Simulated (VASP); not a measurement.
PbSe in VASP 6.6.1, single-point calculation

INCAR

```
SIGMA = 0.01
ISMEAR = -1
PREC = Accurate
EDIFF = 1E-7
ISIF = 2
NELMDL = -8
NELM = 97
NSW = 0
NBANDS = 17
ENCUT = 520
GGA = PE
LASPH = .TRUE.
IBRION = -1
LWAVE = .FALSE.
NELECT = 19.9
LCHARG = .FALSE.
LREAL = .FALSE.
```

KPOINTS

```
KPOINTS created by Atomic Simulation Environment
0
Gamma
8 8 8
0 0 0
```

POSCAR

```
Pb Se
 1.0000000000000000
    -0.0844822184000000    3.0659940456000001    3.0659940456000001
     3.0659940456000001   -0.0844822184000000    3.0659940456000001
     3.0659940456000001    3.0659940456000001   -0.0844822184000000
 Pb  Se
   1   1
Cartesian
  0.0000000000000000  0.0000000000000000  0.0000000000000000
  3.0237529364000002  3.0237529364000002  3.0237529364000002
```

The recommended PBE PAW datasets give the neutral cell 20 valence electrons.

Command

```
mpirun -np 1 vasp_std
```

OSZICAR

```
N       E                     dE             d eps       ncg     rms          rms(c)
DAV:   1     0.155056750621E+03    0.15506E+03   -0.88647E+03  2218   0.111E+03
DAV:   2     0.283062839793E+01   -0.15223E+03   -0.14730E+03  2337   0.305E+02
DAV:   3    -0.859878575812E+01   -0.11429E+02   -0.11330E+02  2816   0.892E+01
DAV:   4    -0.888039388222E+01   -0.28161E+00   -0.28096E+00  2746   0.155E+01
DAV:   5    -0.888940842279E+01   -0.90145E-02   -0.90137E-02  3024   0.271E+00
DAV:   6    -0.888989180404E+01   -0.48338E-03   -0.48338E-03  3119   0.528E-01
DAV:   7    -0.888989818928E+01   -0.63852E-05   -0.63855E-05  3120   0.536E-02
DAV:   8    -0.888989828135E+01   -0.92074E-07   -0.91823E-07  2903   0.701E-03    0.261E+00
DAV:   9    -0.861069628489E+01    0.27920E+00   -0.68181E-01  3265   0.594E+00    0.143E+00
DAV:  10    -0.860552647477E+01    0.51698E-02   -0.11550E-01  2540   0.161E+00    0.788E-01
DAV:  11    -0.860901595262E+01   -0.34895E-02   -0.13847E-02  2648   0.126E+00    0.163E-01
DAV:  12    -0.860854231088E+01    0.47364E-03   -0.34476E-03  3424   0.532E-01    0.574E-02
DAV:  13    -0.860859214185E+01   -0.49831E-04   -0.34163E-04  2517   0.102E-01    0.138E-02
DAV:  14    -0.860860285983E+01   -0.10718E-04   -0.43113E-05  2965   0.665E-02    0.125E-02
DAV:  15    -0.860860208076E+01    0.77908E-06   -0.27493E-06  2475   0.821E-03    0.174E-03
DAV:  16    -0.860860204804E+01    0.32719E-07   -0.26680E-07  2885   0.551E-03
   1 F= -.86086020E+01 E0= -.86083190E+01  d E =-.566114E-03
```

From OUTCAR

```
k-points           NKPTS =     65   k-points in BZ     NKDIM =     65   number of bands    NBANDS=     17

   NELECT =      19.9000    total number of electrons

   dimension x,y,z NGX =    32 NGY =   32 NGZ =   32
   dimension x,y,z NGXF=    64 NGYF=   64 NGZF=   64

  energy-cutoff  :      520.00
  volume of cell :       60.02
      direct lattice vectors                 reciprocal lattice vectors
    -0.084482218  3.065994046  3.065994046    -0.156489076  0.160923251  0.160923251
     3.065994046 -0.084482218  3.065994046     0.160923251 -0.156489076  0.160923251
     3.065994046  3.065994046 -0.084482218     0.160923251  0.160923251 -0.156489076

 k-points in reciprocal lattice and weights: KPOINTS created by Atomic Simulation Env
   0.00000000  0.00000000  0.00000000       0.002
   0.12500000  0.00000000 -0.00000000       0.012
   0.25000000  0.00000000 -0.00000000       0.012
   0.37500000  0.00000000  0.00000000       0.012
   0.50000000  0.00000000 -0.00000000       0.006
   0.12500000  0.12500000  0.00000000       0.012
   0.25000000  0.12500000 -0.00000000       0.023
   0.37500000  0.12500000  0.00000000       0.023
   ...

 E-fermi :   4.0730

 k-point     1 :       0.0000    0.0000    0.0000
  band No.  band energies     occupation
      1     -12.2663      2.00000
      2     -12.2663      2.00000
      3     -12.2649      2.00000
      4     -12.2506      2.00000
      5     -12.2506      2.00000
      6      -8.7192      2.00000
      7      -1.8757      2.00000
      8       2.7238      2.00000
      9       2.7238      2.00000
     10       3.0351      2.00000
     11       9.0910      0.00000
     12       9.1732      0.00000
     13       9.1732      0.00000
     14      10.9980      0.00000
     15      10.9980      0.00000
     16      11.5401      0.00000
     17      12.7068      0.00000

 k-point     2 :       0.1250    0.0000   -0.0000
  band No.  band energies     occupation
      1     -12.2681      2.00000
      2     -12.2663      2.00000
      3     -12.2613      2.00000
      4     -12.2518      2.00000
      5     -12.2483      2.00000
      6      -8.6133      2.00000
      7      -2.2160      2.00000
      8       2.7716      2.00000
      9       2.9477      2.00000
     10       3.0837      2.00000
     11       8.1584      0.00000
     12       8.5465      0.00000
     13       8.5538      0.00000
     14      10.9810      0.00000
     15      11.3056      0.00000
     16      11.7985      0.00000
     17      13.7413      0.00000

 k-point     3 :       0.2500    0.0000   -0.0000
  band No.  band energies     occupation
      1     -12.2741      2.00000
      2     -12.2690      2.00000
      3     -12.2542      2.00000
      4     -12.2508      2.00000
      5     -12.2413      2.00000
      6      -8.3249      2.00000
      7      -2.9809      2.00000
      8       2.9073      2.00000
      9       3.1196      2.00000
     10       3.5176      2.00000
     11       6.7471      0.00000
     12       7.4959      0.00000
     13       7.5645      0.00000
     14      11.1846      0.00000
     15      12.0981      0.00000
     16      12.6394      0.00000
     17      15.4951      0.00000

 ...

  Total       -1.1332065     -1.1332065     -1.1332065      0.1208274      0.1208274      0.1208274
  in kB      -30.2475987    -30.2475987    -30.2475987      3.2251308      3.2251308      3.2251308
  external PRESSURE =     -30.2475987 kB  Pullay stress =       0.0000000 kB

 POSITION                                       TOTAL-FORCE (eV/Angst)
 -----------------------------------------------------------------------------------
      0.00000      0.00000      0.00000        -0.000000     -0.000000     -0.000000
      3.02375      3.02375      3.02375         0.000000      0.000000      0.000000
 -----------------------------------------------------------------------------------
    total drift:                                0.000000     -0.000000     -0.000000

  FREE ENERGIE OF THE ION-ELECTRON SYSTEM (eV)
  ---------------------------------------------------
  free  energy   TOTEN  =        -8.6086020480 eV

  energy  without entropy=       -8.6080359336  energy(sigma->0) =       -8.60831899
```

It converged. Results: pressure -3.0 GPa.

The cell is charged and sits in a uniform background.

For comparison, a separate PBE run of the intended cell, on usual settings and not on those above, gives a gap of 0.20 eV on its mesh and a pressure of 0.0 GPa.

The run above took about 40 s on one core of a shared host (Intel Xeon Platinum 8488C) and held 0.21 GiB at most.
